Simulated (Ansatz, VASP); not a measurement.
SiC: VASP beside Ansatz

```xyz
8
Lattice="4.3290 0.0000 0.0000 0.0000 4.3290 0.0000 0.0000 0.0000 4.3290" Properties=species:S:1:pos:R:3 pbc="T T T"
Si    0.0000    0.0000    0.0000
Si    0.0000    2.1645    2.1645
Si    2.1645    0.0000    2.1645
Si    2.1645    2.1645    0.0000
C     1.0823    1.0823    1.0823
C     1.0823    3.2468    3.2468
C     3.2468    1.0823    3.2468
C     3.2468    3.2468    1.0823
```

Alike in both runs: functional LDA; k mesh 6 × 6 × 6; no spin polarisation.

Ansatz relaxed the structure, and its values are those at the end. VASP's run is a single point on that final structure, the one shown.

```csv
,VASP,Ansatz
version,VASP 6.6.1,Ansatz 0.2.0
potentials or method,"VASP PAW LDA potentials, release 64 (Si, C)","scalar-relativistic, plane waves, PAW"
plane-wave cutoff (eV),520,500
occupations,"gaussian, width 0.01 eV",fixed
valence electrons in the cell,32,32
```

```tsv
	VASP	Ansatz	Ansatz less VASP
gap on the k mesh at the Fermi level (eV)	1.29	1.30	+0.013
least direct gap on the mesh (eV)	1.29	1.30	+0.013
pressure (GPa)	0.4	0.0	-0.40
```

A k mesh can miss the band edges.
